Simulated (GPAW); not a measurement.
# HgTe (Cmcm) in GPAW: band structure with r2SCAN

Aim: the band structure of HgTe with r2SCAN.

Program: GPAW 26.7.0. These are calculated values, not measurements. Logs are shortened: lines on timing, memory, paths and dates and some standing lists are left out, and cuts for length are marked. The log counts tension as positive stress, the text compression.

## 1. Starting point

Symmetry: Cmcm, No. 63, orthorhombic system. The conventional cell has a = 5.985 Å, b = 6.934 Å, c = 5.798 Å, α = 90.00°, β = 90.00°, γ = 90.00°. Hg (site symmetry m2m) is surrounded by 5 Te at 3.02 to 3.06 Å. Te (site symmetry m2m) is surrounded by 5 Hg at 3.02 to 3.06 Å.

Measurements of this composition are mostly on another form, of space group No. 216.

## 2. Band structure, r2SCAN

The input, run.py:

```python
from ase import Atoms
from ase.dft.bandgap import bandgap
from ase.io import write
from ase.units import GPa
from gpaw import GPAW, PW

atoms = Atoms(['Hg', 'Hg', 'Te', 'Te'],
              cell=[[2.992518, -3.466929, 0.0],
                    [2.992518, 3.466929, 0.0],
                    [0.0, 0.0, 5.798157]],
              scaled_positions=[[0.65695, 0.34305, 0.25],
                                [0.34305, 0.65695, 0.75],
                                [0.215191, 0.784809, 0.25],
                                [0.784809, 0.215191, 0.75]],
              pbc=True)

calc = GPAW(mode=PW(600),
            xc='MGGA_X_R2SCAN+MGGA_C_R2SCAN',
            kpts={'size': (5, 5, 4), 'gamma': True},
            occupations={'name': 'fermi-dirac', 'width': 0.05},
            nbands=31,
            convergence={'density': 1e-05, 'energy': 1e-05},
            maxiter=150,
            txt='gpaw.txt')
atoms.calc = calc
energy = atoms.get_potential_energy()
forces = atoms.get_forces()
stress = atoms.get_stress()
calc.write('gs.gpw')
write('result.traj', atoms)
print(f'Energy: {energy:.6f} eV')
print('Forces (eV/A):')
print(forces.round(4))
print('Stress (GPa):', (stress / GPa).round(3))
print('Fermi level:', round(calc.get_fermi_level(), 4), 'eV')
print(f'Gap: {bandgap(calc)[0]:.4f} eV, direct: {bandgap(calc, direct=True)[0]:.4f} eV')

path = atoms.cell.bandpath('GXSRAZGYX1A1TY,ZT', npoints=100, eps=1e-4)
bs_calc = calc.fixed_density(kpts=path, symmetry='off', nbands=53,
                             convergence={'bands': 'CBM+6.0', 'eigenstates': 1e-6}, txt='bands.txt')
bs = bs_calc.band_structure()
bs.write('bs.json')
print(f'Gap on the path: {bandgap(bs_calc)[0]:.4f} eV')
```

Potentials or basis: GPAW PAW data sets (gpaw-data 1.2.1), pw.

On the command line:

```sh
OMP_NUM_THREADS=1 python run.py
```

gpaw.txt:

```text
__  _  _
 | _ |_)|_||  |
 |__||  | ||/\| - 26.7.0

Input parameters:
  mode=PW(ecut=600.0),
  convergence={'density': 1e-05, 'energy': 1e-05},
  kpts=MonkhorstPack(size=(5, 5, 4), gamma=True),
  maxiter=150,
  nbands=31,
  occupations=Occupations(name='fermi-dirac', width=0.05),
  xc=XC(name='MGGA_X_R2SCAN+MGGA_C_R2SCAN')

Diagonalizing LCAO Hamiltonian
Converting LCAO to pw mode

         Hg

       Te
          Te

        Hg

Atoms  # Å, Bohr magnetons
|   | symbol |        x |         y |        z |    initial magnetic moments |
|---|--------|----------|-----------|----------|-----------------------------|
| 0 |     Hg | 2.992518 | -1.088269 | 1.449539 | ( 0.0000,  0.0000,  0.0000) |
| 1 |     Hg | 2.992518 |  1.088269 | 4.348618 | ( 0.0000,  0.0000,  0.0000) |
| 2 |     Te | 2.992518 |  1.974825 | 1.449539 | ( 0.0000,  0.0000,  0.0000) |
| 3 |     Te | 2.992518 | -1.974825 | 4.348618 | ( 0.0000,  0.0000,  0.0000) |

Unit cell  # Å
| periodic |        x |         y |        z |  lengths |    angles |
|----------|----------|-----------|----------|----------|-----------|
|      yes | 2.992518 | -3.466929 | 0.000000 | 4.579821 | 90.000000 |
|      yes | 2.992518 |  3.466929 | 0.000000 | 4.579821 | 90.000000 |
|      yes | 0.000000 |  0.000000 | 5.798157 | 5.798157 | 98.401039 |

Number of symmetries: 4
Symmetry operations  # r_c * U_cc + t_c -> r_c
|   | kind |            matrix            |
|---|------|------------------------------|
| 0 |  E   |  1, 0, 0,  0, 1, 0,  0, 0, 1 |
| 1 |  C2  |  0, 1, 0,  1, 0, 0,  0, 0,-1 |
| 2 |  σ   |  0,-1, 0, -1, 0, 0,  0, 0, 1 |
| 3 |  i   | -1, 0, 0,  0,-1, 0,  0, 0,-1 |

BZ-sampling:
  Number of BZ points: 100
  Number of IBZ points: 33

  Monkhorst-Pack size: [5, 5, 4]
  Monkhorst-Pack shift: [0.0, 0.0, 0.125]

K-points  # in reciprocal-cell coordinates
|     |                                coordinates |     weight |
|-----|--------------------------------------------|------------|
|   0 | (  0.00000000,   0.00000000,   0.00000000) | 0.01000000 |
|   1 | (  0.00000000,   0.00000000,   0.25000000) | 0.02000000 |
|   2 | (  0.00000000,   0.00000000,   0.50000000) | 0.01000000 |
|   3 | (  0.20000000,  -0.20000000,  -0.25000000) | 0.02000000 |
|   4 | (  0.20000000,  -0.20000000,   0.00000000) | 0.02000000 |
|   5 | (  0.20000000,  -0.20000000,   0.25000000) | 0.02000000 |
|   6 | (  0.20000000,  -0.20000000,   0.50000000) | 0.02000000 |
|   7 | (  0.20000000,   0.00000000,  -0.25000000) | 0.04000000 |
|   8 | (  0.20000000,   0.00000000,   0.00000000) | 0.04000000 |
|   9 | (  0.20000000,   0.00000000,   0.25000000) | 0.04000000 |
| ... |                                            |            |
|  32 | (  0.40000000,   0.40000000,   0.50000000) | 0.02000000 |

Plane wave coefficients: 4032
Cutoff: 600.0 eV

Spin-components: 1 (collinear spins)
Bands:           31
Projectors:      22
Spin-degeneracy: 2
Datatype:        complex128

Parallelization:
  kpt:    1
  domain: 1
  band:   1

Density:
  Valence electrons: 48.0
  Components: 1
  Grid points: [27 27 35]
  Charge: 0.0  # |e|

Potential:
  Grid points: [27 27 35]

species:
  Hg:
    name:    Mercury
    Z:       80.0
    valence: 18
    core:    62
    charge:  0.0  # [|e|]
    compensation charges:
      type: gauss
      rc: 0.41  # [Å]
      lmax: 2
    cutoffs:
      filter: 2.17  # [Å]
      core: 2.06  # [Å]
    projectors
    | kind |    occ | energy [eV] | rcut [Å] |
    |------|--------|-------------|----------|
    |   6s |  2.000 |      -6.783 |    1.307 |
    |   5p |  6.000 |     -66.572 |    1.291 |
    |   6p |  0.000 |      -1.056 |    1.291 |
    |   5d | 10.000 |      -9.891 |    1.302 |
    |    s |        |      20.429 |    1.307 |
    |    d |        |      17.320 |    1.302 |

    Using partial waves for Hg as LCAO basis

  Te:
    name:    Tellurium
    Z:       52.0
    valence: 6
    core:    46
    charge:  0.0  # [|e|]
    compensation charges:
      type: gauss
      rc: 0.36  # [Å]
      lmax: 2
    cutoffs:
      filter: 2.09  # [Å]
      core: 3.17  # [Å]
    projectors
    | kind |    occ | energy [eV] | rcut [Å] |
    |------|--------|-------------|----------|
    |   5s |  2.000 |     -15.089 |    1.180 |
    |   5p |  4.000 |      -5.955 |    1.196 |
    |    s |        |      12.123 |    1.180 |
    |    p |        |      21.256 |    1.196 |
    |    d |        |       0.000 |    1.238 |

    Using partial waves for Te as LCAO basis

Reference energy: -1435892.924323  # eV

eigensolver:
  PPCG
  Converge bands: occupied
  niter=2

density mixing:
  MSR1-Mixer
  Pratt-step length: 0.05
  Maximum mixing coefficient: 0.75
  Old densities: 10
  SVD Regularization: 0.005
  Good broyden scale: 1.0
  Trust region scale: 1.0
  Backstep threshold: 4.0
  History deletion threshold: 6.0
  Fourier metric: weight=20.0, sigma=0.015

occupation numbers:
  Fermi-Dirac:
    width: 0.0500  # eV

poisson solver:
  ecut: 4800.0  # eV

xc functional:
  name: MGGA_X_R2SCAN+MGGA_C_R2SCAN with 2 nearest neighbor stencil

convergence criteria:
[... 6 lines left out ...]
|iter     | |      energy | eigst |  dens |
|---------|-|-------------|-------|-------|
|iter:   1| |  -81.180371 | -0.12 |       |
|iter:   2| |  -71.664124 | -1.44 | -1.49 |
|iter:   3| |  -71.644591 | -1.87 | -1.48 |
|iter:   4| |  -71.730266 | -2.40 | -1.73 |
|iter:   5| |  -71.780064 | -2.55 | -1.92 |
|iter:   6| |  -71.780861 | -3.98 | -2.62 |
|iter:   7| |  -71.780781 | -4.64 | -2.67 |
|iter:   8| |  -71.780403c| -5.19 | -2.69 |
|iter:   9| |  -71.780222 | -5.09 | -2.84 |
|iter:  10| |  -71.780223c| -5.66 | -3.36 |
|iter:  11| |  -71.780223c| -6.73 | -4.12 |
|iter:  12| |  -71.780223c| -7.55c| -4.41 |
|iter:  13| |  -71.780224c| -7.88c| -5.22c|

Converged in 13 steps
Energy contributions relative to reference atoms: (reference = -1435892.924323)

Energy contributions:
  Kinetic:          56.975459
  Coulomb:         -46.356533
  Zero:             -4.698638
  External:          0.000000
  Xc:              -77.693641
  Entropy:          -0.013741
  Spinorbit:         0.000000
  ----------------------------
  Free energy:     -71.787094
  Extrapolated:    -71.780224

dipole moment: (-0.000169, -0.000000, -0.000163)  # |e|*Ang

Fermi level: 5.303
Eigenvalues  # (at kpt = [0.000, 0.000, 0.000])
| band index |      eig [eV] | occ [0-2] |
|------------|---------------|-----------|
|          0 |       -59.722 |     2.000 |
|        ... |               |           |
|         18 |         1.311 |     2.000 |
|         19 |         2.672 |     2.000 |
|         20 |         2.768 |     2.000 |
|         21 |         2.845 |     2.000 |
|         22 |         4.214 |     2.000 |
|         23 |         4.831 |     2.000 |
|         24 |         5.117 |     1.952 |
|         25 |         5.124 |     1.946 |
|         26 |         9.730 |     0.000 |
|         27 |        10.822 |     0.000 |
|         28 |        11.923 |     0.000 |
|         29 |        12.447 |     0.000 |
|         30 |        12.723 |     0.000 |

No gap
No difference between direct/indirect transitions

Forces  # eV/Ang
|       x |        y |        z |
|---------|----------|----------|
| 0.00000 |  0.01488 |  0.00020 |  # Hg   0
| 0.00000 | -0.01488 | -0.00020 |  # Hg   1
| 0.00000 | -0.15287 |  0.00016 |  # Te   2
| 0.00000 |  0.15287 | -0.00016 |  # Te   3

Stress tensor  # eV/Ang^3
|        x |         y |         z |
|----------|-----------|-----------|
| 0.007952 |  0.000000 |  0.000000 |
| 0.000000 |  0.005395 | -0.000000 |
| 0.000000 | -0.000000 |  0.008499 |

# Writing to gs.gpw (mode='')
```

bands.txt:

```text
Diagonalizing LCAO Hamiltonian
Converting LCAO to pw mode
convergence criteria:
- Maximum integral of absolute [eigenst]ate change: 1e-06 eV^2 / valence electron
maximum number of iterations: 150

SCF iterations
|iter     | |      energy | eigst |  dens |
|---------|-|-------------|-------|-------|
|iter:   1| |             | +0.84 |       |
|iter:   2| |             | -0.80 |       |
[... 107 lines left out ...]
         [-0.3       ,  0.3       ,  0.5       ],
         [-0.33333333,  0.33333333,  0.5       ],
         [-0.36666667,  0.36666667,  0.5       ],
         [-0.4       ,  0.4       ,  0.5       ],
         [-0.43333333,  0.43333333,  0.5       ],
         [-0.46666667,  0.46666667,  0.5       ],
         [-0.5       ,  0.5       ,  0.5       ]])),
  maxiter=150,
  nbands=53,
  occupations=Occupations(name='fermi-dirac', width=0.05),
  symmetry=Symmetry(point_group=False, time_reversal=False),
  xc=XC(name='MGGA_X_R2SCAN+MGGA_C_R2SCAN')
```

Run time: 6 min. Hardware: 1 thread of AMD EPYC 9R45 (Zen 5), shared host; peak memory 0.89 GiB.

What came out:

```yaml
Free_energy: -71.7871 eV
Pressure: -1.2 GPa
Largest_force: 0.153 eV/Å
Band_gap_along_the_path: none (metal or under the smearing width)
```

Forces on the atoms (eV/Å):
```
Hg   0.000  0.015  0.000
Hg   0.000 -0.015  0.000
Te   0.000 -0.153  0.000
Te   0.000  0.153  0.000
```

Levels at the corners of the path, in eV from the Fermi level:
```csv
point,band 20,band 21,band 22,band 23,band 24,band 25,band 26,band 27,band 28,band 29
Γ,-2.63,-2.54,-2.46,-1.09,-0.47,-0.19,-0.18,4.43,5.52,6.62
X,-3.80,-2.65,-2.12,-1.95,-1.63,-1.38,-0.41,3.63,5.88,7.22
S,-3.82,-2.48,-2.03,-0.94,-0.58,1.67,2.74,3.25,4.96,5.44
R,-5.55,-0.98,-0.98,0.20,0.20,2.25,2.25,4.21,4.21,4.96
A,-4.72,-3.29,-3.29,-2.34,-2.34,2.31,2.31,5.74,5.74,7.23
Z,-3.57,-1.91,-1.91,-1.32,-1.32,1.63,1.63,5.24,5.24,5.42
Γ,-2.63,-2.54,-2.46,-1.09,-0.47,-0.19,-0.18,4.43,5.52,6.62
Y,-4.14,-2.18,-1.86,-1.83,-1.83,-1.62,-1.32,3.59,5.68,7.45
X1,-3.80,-2.65,-2.12,-1.95,-1.63,-1.38,-0.41,3.63,5.88,7.22
A1,-4.72,-3.29,-3.29,-2.34,-2.34,2.31,2.31,5.74,5.74,7.23
T,-4.46,-3.19,-3.19,-3.05,-3.05,2.26,2.26,6.04,6.04,7.34
Y,-4.14,-2.18,-1.86,-1.83,-1.83,-1.62,-1.32,3.59,5.68,7.45
Z,-3.57,-1.91,-1.91,-1.32,-1.32,1.63,1.63,5.24,5.24,5.42
T,-4.46,-3.19,-3.19,-3.05,-3.05,2.26,2.26,6.04,6.04,7.34
```

Caveat: the PAW data sets were made with another functional, which shifts forces and pressure a little; spin-orbit coupling is left out, which moves the levels of the heavy elements.
